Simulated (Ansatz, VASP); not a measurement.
## In3As in VASP and in Ansatz

Contents of INCAR:

```
ALGO     = Fast           # electronic algorithm
EDIFF    = 1E-6           # SCF threshold, eV
ENCUT    = 520            # plane-wave cutoff, eV
GGA      = PS             # functional
ISIF     = 2              # what is computed and relaxed
ISMEAR   = -1             # smearing method
LASPH    = True           # aspherical terms in the spheres
LCHARG   = False          # write CHGCAR
LREAL    = False          # projectors in reciprocal space
LWAVE    = False          # write WAVECAR
NBANDS   = 30             # bands
NELM     = 60             # most SCF steps
PREC     = Accurate       # precision mode
SIGMA    = 0.05           # smearing width, eV
```

The input KPOINTS:

```
k-points
0
Gamma
  6 6 6
```

POSCAR

```
In3As
1.0
    4.6716810000      0.0000000000      0.0000000000
    0.0000000000      4.6716810000      0.0000000000
    0.0000000000      0.0000000000      4.6716810000
In As
3 1
Direct
    0.5028690000      0.4979900000     -0.0089040000
    0.4937360000     -0.0117320000      0.4955530000
   -0.0097910000      0.4974800000      0.5102530000
   -0.0010710000      0.0083410000     -0.0029350000
```

Contents of input.yaml:

```yaml
crystal:
  lattice:
    - [4.671681, 0.0, 0.0]
    - [0.0, 4.671681, 0.0]
    - [0.0, 0.0, 4.671681]
  atoms:
    - { symbol: In, position: [0.502869, 0.49799, -0.008904] }
    - { symbol: In, position: [0.493736, -0.011732, 0.495553] }
    - { symbol: In, position: [-0.009791, 0.49748, 0.510253] }
    - { symbol: As, position: [-0.001071, 0.008341, -0.002935] }
hamiltonian:
  xc: pbesol
  pseudopotentials: { kind: paw }
kpoints:
  mp_grid: { grid: [6, 6, 6] }
scf:
  occupations: { method: fermi_dirac, width: 0.05 }
output:
  forces: true
  stress: true
  eigenvalues: true
  write_density: true
  write_potential: true
  elf: true
  volumetric_format: npy
```

Change from the starting cell: atoms moved at random, drawn with an rms of 0.05 Å.

Alike in both runs: task single point; functional PBEsol; k mesh 6 × 6 × 6; occupations fermi-dirac, width 0.05 eV; no spin polarisation.

|  | VASP | Ansatz |
| --- | --- | --- |
| version | VASP 6.6.1 | Ansatz 0.2.0 |
| potentials or method | VASP PAW PBE potentials, release 64 (In_d, As) | Ansatz PAW |
| plane-wave cutoff (eV) | 520 | 420 |
| valence electrons in the cell | 44 | 54 |

|  | VASP | Ansatz | Ansatz less VASP |
| --- | --- | --- | --- |
| gap on the k mesh at the Fermi level (eV) | none | none | - |
| pressure (GPa) | -2.3 | -2.3 | -0.01 |
| largest component of the traceless stress (GPa) | 0.05 | 0.05 | 0.000 |
| rms of the force components (eV/Å) | 0.077 | 0.077 | -0.0001 |

Atom by atom the forces differ by 0.000 eV/Å (rms over components). A gap of «none» marks a metal or a gap that the smearing closes. The functional is the same, so the differences come from potentials, cutoffs and numerics. The two sets of potentials don't hold the same shells in valence.

Caveats: the PAW data sets were made with another functional, which shifts forces and pressure a little (VASP); the PAW data sets come from PBE, with cores solved anew for the run's functional, which leaves a small shift of forces and pressure (Ansatz).
